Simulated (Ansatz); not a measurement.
Runs of Ansatz 0.2.0 on Ge. The structure is orthorhombic, space group Cmcm (No. 63). Conventional cell: a = 2.976 Å, b = 5.189 Å, c = 4.728 Å, α = 90.00°, β = 90.00°, γ = 90.00°. Ge (site symmetry m2m) is surrounded by 12 Ge at 2.92 to 2.99 Å. This isn't the form of Ge at room conditions, which is diamond.

| level | k mesh | cutoff (eV) | mesh quality | V0 of scaled cells (Å³/atom) | B0 (GPa) |
| --- | --- | --- | --- | --- | --- |
| PBE0 | 6 × 6 × 4 | 420 | coarse | (c) | (b) |
| r2SCAN | 10 × 10 × 6 | 500 | not flagged | 18.77 | 72 |
| LDA | 10 × 10 × 6 | 420 | not flagged | (a) | 80 |
| PBEsol | 10 × 10 × 6 | 420 | not flagged | 18.37 | 77 |

Alike in all rows: task equation of state; potentials or basis Ansatz PAW; no spin polarisation; cell as given; smearing fermi-dirac 0.05 eV.

Problem. Estimate the missing entries.

Solution. (a) 17.97; (b) 81; (c) 18.41.

Caveats: some runs use coarse meshes; the cell was scaled at fixed shape and fractional positions, which overstates the stiffness of a crystal with free parameters, most of all of layers and chains; the PAW data sets were made with another functional, which shifts forces and pressure a little (some runs).
